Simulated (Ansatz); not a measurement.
## A computed series for CaF2: response to strain

Base system: CaF2 in the fluorite structure (space group Fm-3m, No. 225; a = 5.4205 Å). Axes: x, y, z lie along the cube axes.

Strains are applied to the cell and any free atomic positions relax; under biaxial strain the out-of-plane vector relaxes too; under stress the whole cell relaxes.

Computed with DFT with PBEsol, PAW potentials and a 420 eV plane-wave cutoff in Ansatz (a quantum-chemistry and plane-wave program), scalar-relativistic without spin-orbit coupling.

Notes on the quantities. band gap: an upper bound: an edge found on the path is not a true extremum; the base alone; pressure: mean of the normal stresses, compression positive; energy relative to the base: free energy F.

```tsv
change	space group	band gap	pressure	volume per atom	energy relative to the base
base	Fm-3m (No. 225)	7.25 eV	0.00 GPa	13.27 Å³	0 meV/atom
biaxial strain −1.45 %, plane normal [001], relaxed out of plane	I4/mmm (No. 139)	7.31 eV	1.88 GPa	13.00 Å³	+3.3 meV/atom
biaxial strain +0.62 %, plane normal [001], relaxed out of plane	I4/mmm (No. 139)	7.16 eV	(withheld)	13.39 Å³	+0.6 meV/atom
biaxial strain +2.25 %, plane normal [001], relaxed out of plane	I4/mmm (No. 139)	6.90 eV	-2.62 GPa	13.71 Å³	(withheld)
biaxial strain +0.49 %, plane normal [110], relaxed out of plane	Immm (No. 71)	7.21 eV	(withheld)	13.35 Å³	+0.3 meV/atom
isotropic strain −0.92 %	Fm-3m (No. 225)	7.41 eV	2.55 GPa	12.91 Å³	+2.8 meV/atom
uniaxial strain ε_yy = −1.31 %	I4/mmm (No. 139)	7.27 eV	1.17 GPa	13.10 Å³	(withheld)
tensor shear ε_xy = −0.92 %	Immm (No. 71)	7.25 eV	0.02 GPa	13.27 Å³	+0.4 meV/atom
uniaxial stress, 1 GPa tension along x	I4/mmm (No. 139)	7.21 eV	–	13.32 Å³	+0.3 meV/atom
tensor shear ε_xz = −2.23 %	Immm (No. 71)	7.25 eV	0.11 GPa	13.27 Å³	+2.7 meV/atom
```

Problem. Complete the table.

Solution. 
- biaxial strain +0.62 %, plane normal [001], relaxed out of plane, pressure: -0.76 GPa
- biaxial strain +2.25 %, plane normal [001], relaxed out of plane, energy relative to the base: +7.5 meV/atom
- biaxial strain +0.49 %, plane normal [110], relaxed out of plane, pressure: -0.47 GPa
- uniaxial strain ε_yy = −1.31 %, energy relative to the base: +1.2 meV/atom

A biaxial case was relaxed in a doubled cell and then solved in the primitive one. Beyond what the load breaks, stability against distortions was not tested.
